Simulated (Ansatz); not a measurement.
Zincblende CdS: a single-point calculation in the plane-wave code Ansatz (r2SCAN+SOC). The cell was relaxed with r2SCAN and then strained (uniaxial +4.0 % along z, other directions held), with the atoms relaxed again with r2SCAN; k points keep the names of the unstrained zone.

Input (YAML):
```yaml
crystal:
  lattice:
    - [0.0, 2.939214843, 3.0567834368]
    - [2.939214843, 0.0, 3.0567834368]
    - [2.939214843, 2.939214843, 0.0]
  atoms:
    - { symbol: Cd, position: [0.0, 0.0, 0.0] }
    - { symbol: S, position: [0.25, 0.25, 0.25] }
kpoints:
  mp_grid: { grid: [8, 8, 8] }
  band_path:
    path:
      - [0.0, 0.0, 0.0]
      - [-0.5, -0.5, 0.0]
      - [-0.375, -0.375, 0.25]
      - [-0.375, 0.0, 0.375]
      - [0.0, 0.0, 0.5]
      - [-0.5, -0.25, 0.25]
    npoints: 1
hamiltonian:
  xc: r2scan
scf:
  occupations: { method: fermi_dirac, width: 0.02 }
  n_extra_bands: 8
magnetization:
  noncollinear: true
  spin_orbit: true
output:
  forces: true
  stress: true
  eigenvalues: true
```

It took 4.4 s on 1 × NVIDIA H100 80GB HBM3 with 2 threads of AMD EPYC 7R13 Processor (Zen 3) (shared host), load about 1.6 per core; peak host memory 1.2 GiB.

**Question.** What will the output look like, and what does it show?

**Answer.** What the program printed (shortened):
```
scf.n_extra_bands = 8 over 26 filled bands (N_el = 26.0): the run solves 34 bands
Functional definition: r2SCAN
Crystal: 2 atoms, lattice volume = 52.815 Å³
Basis set: ecut = 500 eV, 1379 PW (Γ)
Symmetry: 8 space group operations + 8 with time reversal
Magnetic group: BNS 119.316 (UNI 976)
k-points: 59 of 512 (time reversal used)
Free energy (F): -9167.220032 eV
Fermi energy:    6.543701 eV
--- Stress (GPa, compression-positive) ---
       -1.977751       0.000000       0.000000
        0.000000      -1.977751       0.000000
        0.000000       0.000000      -2.873471
  P = ⅓ Tr σ = -2.2763 GPa (-22.763 kbar)
```
Iteration counts and the last digits belong to this one run.

Levels at the listed points, from bands.tsv (eV from the Fermi energy, bands near the gap, counted from 0):
```tsv
# k_distance	band_16	band_17	band_18	band_19	band_20	band_21	band_22	band_23	band_24	band_25	band_26	band_27	band_28	band_29	band_30	band_31	band_32	band_33
# fermi_ev = 6.543701
# [0, 0, 0] at k_distance = 0.000000
# [-0.5, -0.5, 0] at k_distance = 1.027745
# [-0.375, -0.375, 0.25] at k_distance = 1.405642
# [-0.375, 0, 0.375] at k_distance = 2.056051
# [0, 0, 0.5] at k_distance = 2.706459
# [-0.5, -0.25, 0.25] at k_distance = 3.447862
# levels_relative_to = fermi_ev
0.000	-7.981	-7.981	-7.976	-7.976	-0.841	-0.841	-0.724	-0.724	-0.699	-0.699	0.694	0.694	6.050	6.050	6.447	6.447	6.448	6.448
1.028	-7.904	-7.904	-7.604	-7.604	-4.589	-4.589	-2.361	-2.361	-2.351	-2.351	3.286	3.286	4.141	4.141	8.453	8.453	10.338	10.338
1.406	-7.921	-7.869	-7.583	-7.449	-4.490	-4.458	-3.095	-3.052	-2.045	-2.032	3.999	4.006	5.055	5.078	7.833	7.891	8.731	8.760
2.056	-7.935	-7.864	-7.553	-7.417	-4.365	-4.333	-3.082	-3.043	-2.191	-2.176	3.766	3.776	4.903	4.913	8.028	8.073	8.584	8.658
2.706	-7.878	-7.878	-7.614	-7.614	-4.823	-4.823	-1.511	-1.511	-1.349	-1.349	2.606	2.606	6.538	6.538	6.863	6.863	6.959	6.959
3.448	-7.915	-7.884	-7.533	-7.400	-4.397	-4.370	-2.830	-2.769	-2.756	-2.747	4.944	4.977	5.010	5.038	6.959	7.158	7.696	7.743
```
In order the rows are Γ, X, U, K, L, W.

r2SCAN+SOC gives a direct gap of 1.39 eV at Γ. The gap is the least over the mesh and the extra points. The mean pressure at these positions is -2.28 GPa, compression counted positive.

No magnetic order and no zero-point or thermal motion.
